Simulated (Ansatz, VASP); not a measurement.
**Two plane-wave programs on Ti**

```
CELL_PARAMETERS angstrom
-0.85255 1.70509 1.70509
1.70509 -0.85255 1.70509
1.70509 1.70509 -0.85255
ATOMIC_POSITIONS crystal
Ti 0.00000 0.00000 0.00000
```

Alike in both runs: task single point; functional PBEsol; k mesh 22 × 22 × 22; occupations gaussian, width 0.15 eV; no spin polarisation.

|  | VASP | Ansatz |
| --- | --- | --- |
| version | VASP 6.6.1 | Ansatz 0.2.0 |
| potentials or method | VASP PAW PBE potentials, release 64 (Ti_sv) | scalar-relativistic, plane waves, PAW |
| plane-wave cutoff (eV) | 520 | 420 |
| valence electrons in the cell | 12 | 12 |

```csv
,VASP,Ansatz,Ansatz less VASP
gap on the k mesh at the Fermi level (eV),none,none,-
pressure (GPa),1.9,4.0,+2.12
```

A gap of «none» marks a metal or a gap that the smearing closes.

Caveats: the PAW data sets were made with another functional, which shifts forces and pressure a little (VASP).
